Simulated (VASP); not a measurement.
CdS: equilibrium volume by level of theory

Symmetry: F-43m, No. 216, cubic system. The conventional cell has a = 5.833 Å, b = 5.833 Å, c = 5.833 Å, α = 90.00°, β = 90.00°, γ = 90.00°. Cd (site symmetry -43m) has 4 S at 2.53 Å as nearest neighbours. S (site symmetry -43m) is surrounded by 4 Cd at 2.53 Å.

| rung | level | program and potentials | cutoff (eV) | k mesh | equilibrium volume (Å³/atom) | notes |
| --- | --- | --- | --- | --- | --- | --- |
| LDA | LDA | VASP, LDA PAW files Cd, S, 600 eV | 600 | 8 × 8 × 8 | 24.02 | - |
| GGA | PBE | VASP, PBE PAW files Cd, S, 600 eV | 600 | 8 × 8 × 8 | 26.15 | - |
| GGA + dispersion | PBE+D3(BJ) | VASP, PBE PAW files Cd, S, 600 eV | 600 | 8 × 8 × 8 | 25.19 | - |
| GGA | PBEsol | VASP, PBE PAW files Cd, S, 600 eV | 600 | 8 × 8 × 8 | 24.86 | potentials made for PBE |
| GGA | RPBE | VASP, PBE PAW files Cd, S, 600 eV | 600 | 8 × 8 × 8 | 27.21 | potentials made for PBE |
| meta-GGA | r2SCAN | VASP, PBE PAW files Cd, S, 600 eV | 600 | 8 × 8 × 8 | 25.49 | potentials made for PBE |

Task: relaxation of cell and atoms. All rows: no spin polarisation. Meshes are those of the run's cell of 2 atoms unless a note names another. Relaxations start from the cell shown or near it and stop with a little pressure left. Runs on faulty files, with rough fits or with known faults for this quantity aren't shown. No row holds spin-orbit coupling.

By rung: LDA 24.02; GGA 24.86 to 27.21; GGA + dispersion 25.19; meta-GGA 25.49 (Å³/atom).
